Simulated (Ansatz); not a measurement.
Ta$_{2}$N: energy along a strain

Ta$_{2}$N, P-3m1, a = 3.079 Å, c = 4.823 Å. The structure is a Materials Project entry; whether it is the stable form wasn't checked. Ansatz: PBEsol, PAW, 420 eV, Γ-centred 18×18×10 mesh on 3 atoms, Gaussian smearing 0.15 eV; no spin polarisation. Cell vectors (Å): 3.079 0.000 0.000; -1.539 2.666 0.000; 0.000 0.000 4.823. The cell is strained by x per cent times the pattern (0 1 0 0 0 0) in the order xx yy zz yz xz xy (engineering shears), with fractional coordinates held. y is the free energy over the start, V0 = 13.197 Å³/atom.

| x (%) | y (meV/atom) |
| --- | --- |
| -2.00 | ? |
| -1.50 | 4.74 |
| -1.00 | 2.08 |
| 0.00 | 0.00 |
| 0.50 | 0.52 |
| 1.50 | 4.47 |
| 2.00 | 7.85 |

Question: Fit y = c2 x² + c3 x³ to the other rows, get the stiffness along the pattern, and predict the missing energy.

Answer: Least squares on the rows shown. y = 2.045 x² − 0.04086 x³. The clamped-ion stiffness p·C·p = 2 × 20.45 eV × 160.2 / 13.197 Å³ = 496 GPa, which is C22 in these axes. At x = -2.00 the fit asked for gives 8.51 meV/atom. The run gave 8.54 meV/atom, so the fit is 0.03 meV/atom too low, a small miss on the scale of the series.

The cell has an odd number of electrons and ran without spin polarisation, so a magnetic or disproportionated state may lie lower. Spin–orbit coupling is left out, which can shift energies with elements as heavy as these.

The energy rises on both sides of the starting cell, and compression costs more than equal extension: 4.74 against 4.47 meV/atom at 1.50 % strain. The negative cubic term expresses this ordinary anharmonicity, as short-range repulsion steepens when atoms are pushed together while bonding weakens more gradually when they are pulled apart. The good match without a linear term suggests that the starting cell lies close to its energy minimum along this strain.

The large stiffness is in keeping with a refractory metal nitride, where Ta d–N p covalency probably acts together with Ta d–d bonding to resist in-plane deformation. The energy curve alone can't separate these contributions.

Trigonal symmetry makes C22 equal to C11, so the value applies to the other in-plane axis as well. It is not a Young's modulus, because the lateral dimensions are fixed. Letting the atoms relax within the strained cell could only lower the stiffness or leave it unchanged. Positive curvature along this one strain doesn't establish mechanical stability, which also depends on the shear and coupling constants.
